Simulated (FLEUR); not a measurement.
Crystal: KI.

```xyz
2
Lattice="0.0000 3.5328 3.5328 3.5328 0.0000 3.5328 3.5328 3.5328 0.0000" Properties=species:S:1:pos:R:3 pbc="T T T"
I     3.5328    3.5328    3.5328
K     0.0000    0.0000    0.0000
```

Base run:

* Program: FLEUR MaX-R8.1 (later development tree)
* Functional: SCAN
* Potentials or basis: all-electron
* Basis: FLAPW
* Kmax: 4.1 1/bohr
* k mesh: 7 × 7 × 7
* Occupations: fermi-dirac, width 0.05 eV
* Spin: no spin polarisation

Its results: band gap on the k mesh 4.61 eV, direct.

Q: After a change of settings the same cell gave: band gap on the k mesh 3.65 eV, direct. Which change was it?
A. functional from SCAN to AM05
B. functional from SCAN to PBEsol; lmax from I 11, K 11 to I 10, K 10
C. functional from SCAN to r2SCAN

A: A.

SCAN gives the wider gap, since meta-GGAs in the generalised Kohn-Sham scheme recover part of the derivative discontinuity.

Caveats: spin-orbit coupling is left out, which moves the levels of the heavy elements; the meta-GGA is that of a development version, with a GGA for the radial functions and cores and without core tails (some runs).

Not every run made on this cell is shown here.
